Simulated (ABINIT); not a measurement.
The system is BAs.

```
CELL_PARAMETERS angstrom
0.00000 2.38850 2.38850
2.38850 0.00000 2.38850
2.38850 2.38850 0.00000
ATOMIC_POSITIONS crystal
As 0.75000 0.75000 0.75000
B 0.00000 0.00000 0.00000
```

Program: ABINIT 10.8.3 (patched build). Alike in all runs: task single point; level PBE0; potentials or basis SG15 NC PBE v1.2; no spin polarisation; cell as given; k mesh 6 × 6 × 6; cutoff (eV) 490; smearing fermi-dirac 0.05 eV.

Order these runs on this cell by their band gap on the k mesh, lowest first.
A. share of exact exchange 0.25
B. share of exact exchange 0.5
C. share of exact exchange 0.05
D. share of exact exchange 0.35
E. share of exact exchange 0.15

C (1.60 eV), E (2.22 eV), A (2.85 eV), D (3.48 eV), B (4.45 eV).

Caveats: exact exchange is summed on a coarse mesh, which widens gaps by tenths of an eV.

A k mesh can miss the band edges.
